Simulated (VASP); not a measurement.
A calculation with VASP 6.6.1 of In (ASE script, structure typed inline):

File run.py:

```python
from ase import Atoms
from ase.calculators.vasp import Vasp
from ase.dft.bandgap import bandgap

atoms = Atoms(
    ['In'],
    cell=[[-1.62547, 1.62547, 2.4737], [1.62547, -1.62547, 2.4737], [1.62547, 1.62547, -2.4737]],
    scaled_positions=[[0.0, 0.0, 0.0]],
    pbc=True,
)
calc = Vasp(
    directory='calc',
    xc='pbe',
    pp='PBE',
    setups='recommended',
    pp_version='54',
    prec='Accurate',
    encut=520,
    ediff=1e-06,
    ismear=0,
    sigma=0.05,
    lreal=False,
    lasph=True,
    nelm=100,
    algo='Fast',
    isif=2,
    lwave=False,
    lcharg=True,
    lelf=True,
    lvhar=True,
    kpts=[11, 11, 11],
    gamma=True,
    nbands=12,
)
atoms.calc = calc

print('energy (eV):', atoms.get_potential_energy())
print('free energy (eV):', atoms.get_potential_energy(force_consistent=True))
print('forces (eV/A):')
print(atoms.get_forces())
print('stress (eV/A^3, Voigt):', atoms.get_stress())
print('Fermi level (eV):', calc.get_fermi_level())
gap, top, bottom = bandgap(calc)
print('band gap (eV):', gap, 'from (spin, k, band)', top, 'to', bottom)
```

Potentials or basis: VASP PAW PBE potentials, release 54 (In_d).

Launch:

```console
$ python run.py
```

**Question.** Write the same calculation in another form: native input, structure from a POSCAR.

**Answer.** As run:

The input INCAR:

```
  PREC = Accurate
  ENCUT = 520
  EDIFF = 1E-6
  ISMEAR = 0
  SIGMA = 0.05
  LREAL = F
  LASPH = T
  NELM = 60
  ALGO = Fast
  ISIF = 2
  LWAVE = F
  LCHARG = F
  GGA = PE
```

Contents of KPOINTS:

```
regular mesh
0
Gamma
  11 11 11
```

POSCAR

```
In
1.0
   -1.6254700000      1.6254700000      2.4737000000
    1.6254700000     -1.6254700000      2.4737000000
    1.6254700000      1.6254700000     -2.4737000000
In
1
Cartesian
    0.0000000000      0.0000000000      0.0000000000
```

Potentials or basis: VASP PAW PBE potentials, release 54 (In_d).

Command:

```sh
$ cat potpaw_PBE.54/In_d/POTCAR > POTCAR
$ mpirun -np 1 vasp_std > vasp.out
```

Both were run:

|  | ASE script, structure typed inline | native input, structure from a POSCAR |
| --- | --- | --- |
| Pressure | 1.9 GPa | 1.9 GPa |
| Band gap on the k mesh | none (metal or under the smearing width) | none (metal or under the smearing width) |

Keys that steer only the numerical path or the files written may differ.
